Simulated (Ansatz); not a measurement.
Crystal: Sb.

```
Sb
1.0
     2.15420    1.24373    3.75800
    -2.15420    1.24373    3.75800
     0.00000   -2.48746    3.75800
Sb
2
Direct
  0.76651 0.76651 0.76651
  0.23349 0.23349 0.23349
```

```yaml
Program: Ansatz 0.2.0
Task: relaxation of cell and atoms
Functional: PBE
Dispersion: D4
Potentials_or_basis: all-electron LAPW, scalar-relativistic
Basis_error_allowed: 0.001 eV/atom
k_mesh: 8 × 8 × 8
Occupations: fermi-dirac, width 0.05 eV
Spin: no spin polarisation
```

At the start: volume 30.21 Å³/atom.

Question: Where does the relaxation end?

Answer: Over 5 steps the energy falls by 2.9 meV/atom and the volume is 29.79 Å³/atom (-1.4 %); space group R-3m (No. 166, to 0.05 Å).

Step by step:
```
step  energy change (eV)  largest force (eV/Å)  volume (Å³)
   1              0.0000                0.1569        60.41
   2             -0.0039                0.0664        60.13
   3             -0.0056                0.0166        59.66
   4             -0.0058                0.0045        59.57
   5             -0.0059                0.0045        59.57
```

Final structure:
```xyz
2
Lattice="2.1630 1.2488 3.6758 -2.1630 1.2488 3.6758 0.0000 -2.4976 3.6758" Properties=species:S:1:pos:R:3 pbc="T T T"
Sb    0.0000    0.0000    8.4270
Sb    0.0000    0.0000    2.6004
```
